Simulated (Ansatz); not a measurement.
# S: pressure up to the limit of the methods

An exercise on one series of results from a longer session: the logs are not shown, and one member is left open.

Method: DFT PBE, with the methods named in each step, in Ansatz 0.2.0.

## Starting point

It takes space group Fd-3m (No. 227, cubic). Conventional cell: a = 5.540 Å, b = 5.540 Å, c = 5.540 Å, α = 90.00°, β = 90.00°, γ = 90.00°. S (site symmetry -43m) is surrounded by 4 S at 2.40 Å.

Structure file:

```
S
1.0
     0.00000    2.76983    2.76983
     2.76983    0.00000    2.76983
     2.76983    2.76983    0.00000
S
2
Cartesian
  -0.6925 -0.6925 -0.6925
  0.6925 0.6925 0.6925
```

Whether this phase is the stable one at these pressures isn't tested.

Atoms are numbered in the order of the input: S1, S2.

The first run:

File input.yaml:

```yaml
crystal:
  lattice:
    - [0.0, 2.7698291284, 2.7698291284]
    - [2.7698291284, 0.0, 2.7698291284]
    - [2.7698291284, 2.7698291284, 0.0]
  atoms:
    - { symbol: S, position: [-0.125, -0.125, -0.125] }
    - { symbol: S, position: [0.125, 0.125, 0.125] }
kpoints:
  mp_grid: { grid: [13, 13, 13] }
scf:
  occupations: { method: fermi_dirac, width: 0.08 }
hamiltonian:
  xc: pbe
  pseudopotentials: { kind: paw }
output:
  forces: true
  stress: true
  write_density: true
  write_potential: true
  elf: true
  volumetric_format: npy
relax:
  f_tol: 0.005
  max_steps: 40
  cell: {}
```

Started as:

```sh
ansatz run input.yaml --threads 1 --pin off --max-ram 2048MiB --backend cpu --events-out ev --progress --plain --runs-dir out
```

Among the steps run: Cell relaxed at zero pressure, PAW; Volume scaled by 1, PAW; Volume scaled by 0.95, PAW; Volume scaled by 0.85, PAW; Volume scaled by 0.75, PAW; Volume scaled by 0.65, PAW; Volume scaled by 0.55, PAW; Volume scaled by 0.45, PAW; Volume scaled by 0.4, PAW; Volume scaled by 0.4, PAW (core large).

One of the session's tables, all rows but one given; the rest of the session is left out.

 The rows PAW, 0.4 and PAW (core large), 0.4 agree to the last digit and may rest on the same set-up.

```
          method  volume over the first  volume (Å³/atom)  pressure (GPa)
             PAW                      1            24.256            0.04
             PAW                   0.95            23.043            2.52
             PAW                   0.85            20.617            9.43
             PAW                   0.75            18.192           20.24
             PAW                   0.65            15.766           37.55
             PAW                   0.55                 ?               ?
             PAW                   0.45            10.915          114.49
             PAW                    0.4             9.702          157.44
PAW (core large)                    0.4             9.702          157.44
```

Estimate the missing values for PAW, 0.55.

**Answer.** volume (Å³/atom): 13.341; pressure (GPa): 64.86. In the column «volume (Å³/atom)» it lies between PAW, 0.45 (10.915) and PAW, 0.65 (15.766).
